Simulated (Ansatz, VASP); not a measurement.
**Ta: VASP beside Ansatz**

```
Ta
1.0
    -1.65394    1.65394    1.65394
     1.65394   -1.65394    1.65394
     1.65394    1.65394   -1.65394
Ta
1
Direct
  0.00000 0.00000 0.00000
```

Alike in both runs: functional r2SCAN; k mesh 16 × 16 × 16; occupations fermi-dirac, width 0.15 eV; no spin polarisation.

Ansatz relaxed the structure, and its values are those at the end. VASP's run is a single point on that final structure, the one shown.

|  | VASP | Ansatz |
| --- | --- | --- |
| version | VASP 6.6.1 | Ansatz 0.2.0 |
| potentials or method | VASP PAW PBE potentials, release 64 (Ta_pv) | scalar-relativistic, plane waves, PAW |
| plane-wave cutoff (eV) | 520 | 500 |
| valence electrons in the cell | 11 | 13 |

VASP gave:

- gap on the k mesh at the Fermi level (eV): none
- pressure (GPa): 0.6

Q: What did Ansatz give for the same quantities?

A: gap on the k mesh at the Fermi level (eV): none; pressure (GPa): 0.0.

A gap of «none» marks a metal or a gap that the smearing closes. The two sets of potentials don't hold the same shells in valence.

Caveats: the PAW data sets were made with another functional, which shifts forces and pressure a little (VASP). Spin-orbit coupling is left out, which matters for the levels of Ta.
